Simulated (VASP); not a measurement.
## VASP inputs for PbS (strained rocksalt)

INCAR

```
NBANDS = 17
IBRION = -1
LASPH = .TRUE.
LCHARG = .TRUE.
ENCUT = 520
LREAL = .FALSE.
GGA = PE
ISMEAR = -1
PREC = Accurate
LELF = .TRUE.
LWAVE = .FALSE.
NELM = 120
ISIF = 2
EDIFF = 1E-7
SIGMA = 0.02
NSW = 0
```

KPOINTS

```
KPOINTS created by Atomic Simulation Environment
0
Gamma
8 8 8
0 0 0
```

KPOINTS_OPT

```
special points
7
Reciprocal
0.0000000000 0.0000000000 0.0000000000 1
0.5000000000 0.0000000000 0.5000000000 1
0.6250000000 0.2500000000 0.6250000000 1
0.3750000000 0.3750000000 0.7500000000 1
0.5000000000 0.5000000000 0.5000000000 1
0.5000000000 0.2500000000 0.7500000000 1
0.0000000000 0.0000000000 0.5000000000 1
```

POSCAR

```
Pb S
 1.0000000000000000
     0.0000000000000000    2.9274880227000000    3.0017010121999999
     2.9274880227000000    0.0000000000000000    3.0017010121999999
     2.9274880227000000    2.9274880227000000    0.0000000000000000
 Pb  S
   1   1
Cartesian
  0.0000000000000000  0.0000000000000000  0.0000000000000000
  2.9274880227000000  2.9274880227000000  3.0017010121999999
```

VASP ran with the recommended PBE PAW datasets (20 valence electrons in the cell).

**Question.** Predict the results.

**Answer.** gap between bands v and c 0.29 eV; least direct gap 0.29 eV; pressure 3.2 GPa.

Band v is the last that the valence electrons fill when counted band by band, and c is the next. Levels in eV from the top of v:

```tsv
point	v−1	v	c	c+1
Γ	-2.34	-2.14	4.85	5.42
X	-3.71	-3.45	3.74	5.39
K	-3.01	-2.48	3.33	4.16
L	-1.84	0.00	0.29	1.83
W	-4.50	-1.02	2.21	4.47
```
